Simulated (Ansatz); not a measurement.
# LiF: a line through an energy map

An exercise on one series of results from a longer session: the logs are not shown, and one member is left open.

Method: DFT LDA, scalar-relativistic, plane waves, PAW, in Ansatz 0.2.0.

72 further runs of the same task are left out: 72 set aside as unsound or not needed.

## The system as given

It takes space group P6_3mc (No. 186, hexagonal). The conventional cell has a = 3.030 Å, b = 3.030 Å, c = 4.659 Å, α = 90.00°, β = 90.00°, γ = 120.00°. Li (site symmetry 3m) has 4 F at 1.82 to 1.83 Å as nearest neighbours. F (site symmetry 3m) has 4 Li at 1.82 to 1.83 Å as nearest neighbours.

Coordinates:

```
Li F
1.0
     3.03009    0.00000    0.00000
    -1.51505    2.62414    0.00000
     0.00000    0.00000    4.65902
Li F
2 2
Direct
  0.33333 0.66667 0.38398
  0.66667 0.33333 0.88398
  0.33333 0.66667 0.99102
  0.66667 0.33333 0.49102
```

It goes back to an entry of the Materials Project, which need not be the stable form.

It is the result of an earlier relaxation at this level (volume 9.26 Å³/atom; gap on the mesh: 7.83 eV).

## What is varied

The energy is mapped over volume and the cell's shape.

First coordinate, volume per atom: 11 values from 7.780 to 10.743 Å³. Second coordinate, c/a of the conventional cell: 11 values from 1.363 to 1.735.

Nothing else is relaxed (fractional coordinates fixed). Energies count from the relaxed crystal. Points are written as (first, second).

Set-up of the first run:

File input.yaml:

```yaml
crystal:
  lattice:
    - [2.9524809739, 0.0, 0.0]
    - [-1.4762404869, 2.5569235276, 0.0]
    - [0.0, 0.0, 4.1222539357]
  atoms:
    - { symbol: Li, position: [0.3333333333, 0.6666666667, 0.3839784076] }
    - { symbol: Li, position: [0.6666666667, 0.3333333333, 0.8839784076] }
    - { symbol: F, position: [0.3333333333, 0.6666666667, 0.9910195924] }
    - { symbol: F, position: [0.6666666667, 0.3333333333, 0.4910195924] }
basis:
  ecutwfc: 520.0
kpoints:
  mp_grid: { grid: [9, 9, 6] }
hamiltonian:
  xc: lda
scf:
  occupations: { method: gaussian, width: 0.05 }
output:
  forces: true
  stress: true
  eigenvalues: true
```

The run is started by

```bash
$ ansatz run input.yaml --threads 1 --pin off --max-ram 2048MiB --backend cpu --events-out ev --progress --plain --runs-dir out
```

Among the steps run: The run at (7.780 Å³, 1.396); The run at (8.076 Å³, 1.396); Grid point (8.372 Å³, 1.396); Grid point (8.669 Å³, 1.396); Grid point (8.965 Å³, 1.396); Grid point (9.261 Å³, 1.396); Grid point (9.558 Å³, 1.396); Grid point (10.150 Å³, 1.396); Grid point (10.447 Å³, 1.396).

One of the session's tables, all rows but one given; the rest of the session is left out.

It belongs to the step «The line in numbers». 

```
volume per atom (Å³)  energy (meV/atom)  slope (meV/atom per Å³)  pressure (GPa)  band gap on the k-mesh (eV)  largest force on an atom (eV/Å)
               7.780                 92                     −109            17.5                         8.74                             1.15
               8.076                 65                      −80            12.9                         8.51                             1.01
               8.372                 44                      −56             9.0                         8.29                             0.89
               8.669                 31                      −36             5.7                         8.09                             0.78
               8.965                 23                      −18             3.0                         7.91                             0.69
               9.261                 20                       −4             0.6                         7.73                             0.60
               9.558                 20                        9            −1.4                         7.56                             0.52
               9.854                 25                       19            −3.0                         7.41                             0.45
              10.150                 32                       28            −4.5                         7.26                             0.38
              10.447                  ?                        ?               ?                            ?                                ?
              10.743                 52                       42            −6.7                         6.99                             0.27
```

Estimate the missing values for volume per atom (Å³) = 10.447.

Worked estimate for «energy (meV/atom)». A straight line through the neighbours (10.150, 32) and (10.743, 52) gives 32 + (52 − 32) × (10.447 − 10.150) / (10.743 − 10.150) = 42; a parabola fitted to 3 rows on both sides gives 41.

**Answer.** energy (meV/atom): 41; slope (meV/atom per Å³): 35; pressure (GPa): −5.7; band gap on the k-mesh (eV): 7.12; largest force on an atom (eV/Å): 0.32. In «energy (meV/atom)» the line misses by +1 and the parabola by +0.

Energies count from the relaxed crystal. Rows without a step come from runs not printed here or follow by symmetry. Slopes come from the forces (and the stress, where the cell changes), not from differences of energies.

What this shows: The lowest point of the line is at 9.261 Å³, 20 meV/atom from the zero. V·d²E/dV² there is about 65 GPa, a bulk modulus under this line's constraint. The highest point computed, at 7.780 Å³, lies 73 meV/atom above the lowest. With the other coordinates free, the energies away from the reference would be the same or lower.
